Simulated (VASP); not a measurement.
Here is a VASP 6.6.1 calculation.

INCAR

```
PREC = Accurate ; ENCUT = 600
EDIFF = 1E-7 ; ISMEAR = 0
SIGMA = 0.02 ; LREAL = F
LASPH = T ; NELM = 120
ALGO = Normal ; ISIF = 3
LWAVE = F ; LCHARG = F
GGA = CA ; IBRION = 2
NSW = 60 ; EDIFFG = -0.005
```

The input KPOINTS:

```
Automatic mesh
0
Gamma
  10 10 10
```

The input POSCAR:

```
SrO
1.0
    0.0000000000      2.5650000000      2.5650000000
    2.5650000000      0.0000000000      2.5650000000
    2.5650000000      2.5650000000      0.0000000000
Sr O
1 1
Direct
    0.0000000000      0.0000000000      0.0000000000
    0.5000000000      0.5000000000      0.5000000000
```

Potentials or basis: VASP PAW LDA potentials, release 64 (Sr_sv, O).

The run is started by

```bash
$ cat potpaw_LDA.64/Sr_sv/POTCAR potpaw_LDA.64/O/POTCAR > POTCAR
$ mpirun -np 1 vasp_std > vasp.out
```

Task: Predict the relaxed cell.

Result: a = 3.589 Å, b = 3.589 Å, c = 3.589 Å, α = 60.00°, β = 60.00°, γ = 60.00°.

Task: What does it give for the band gap on the k mesh?

Result: 3.07 eV, indirect (least direct gap 3.12 eV).

Task: What does it give for the space group after relaxing (to 0.05 Å)?

Result: Fm-3m (No. 225).

Task: Estimate the relaxed volume.

Result: 16.34 Å³/atom.

The path:
```tsv
step	energy change (eV)	largest force (eV/Å)	pressure (GPa)	volume (Å³)
1	0.0000	0.0000	-3.09	33.75
2	-0.0080	0.0000	1.67	32.19
3	-0.0106	0.0000	0.00	32.69
```

A k mesh can miss the band edges. Expect the measured gap to be larger: semilocal functionals such as LDA lack the derivative discontinuity.
